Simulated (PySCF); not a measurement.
# Basis-set dependence of excited states

C5H5N.
SMILES with atom numbers: `[cH:1]1[cH:2][cH:3][n:4][cH:5][cH:6]1` (hydrogens: H7 on C1; H8 on C2; H9 on C3; H10 on C5; H11 on C6)

Structure used (PBE0-D3(BJ)/def2-SVP), in Å, numbered top down from 1:
```
atom  x, y, z in Å
C1    -0.3999    1.1240    0.0235
C2    -1.1371    0.0936    0.6016
C3    -0.6228   -1.2022    0.5451
N4     0.5369   -1.5080   -0.0310
C5     1.2347   -0.5173   -0.5806
C6     0.8145    0.8131   -0.5830
H7    -0.7664    2.1535    0.0450
H8    -2.0952    0.2862    1.0892
H9    -1.1795   -2.0343    0.9922
H10    2.1857   -0.7939   -1.0510
H11    1.4291    1.5853   -1.0510
```

TDDFT with PBE0 (PySCF), vertical singlets, core orbitals frozen in the response, spherical d and f functions. Geometry: PBE0-D3(BJ)/def2-SVP; no solvent, vibrations or thermal averaging.

```csv
basis,functions,diffuse,S1 (eV),S2 (eV),S3 (eV),S4 (eV),S5 (eV),LUMO (eV),α (au)
6-31+G*,118,yes,4.91,5.20,5.64,6.43,6.78,-0.83,59.7
def2-SVPD,160,yes,4.82,5.13,5.63,6.44,7.26,-0.89,61.7
aug-cc-pVDZ,183,yes,4.84,5.14,5.59,6.37,6.46,-0.89,63.7
def2-TZVPD,267,yes,4.83,5.15,5.60,6.37,6.77,-0.89,63.4
```

Problem. Compare the sets with the largest diffuse one.

Solution. Against def2-TZVPD the other sets differ by up to 0.08 eV in S1, 0.05 eV in S2, 0.05 eV in S3, 0.07 eV in S4, 0.48 eV in S5. Against def2-TZVPD the polarisability deviates by -6% in 6-31+G*, -3% in def2-SVPD, 0% in aug-cc-pVDZ. A single + in a Pople set puts diffuse functions on heavy atoms only.
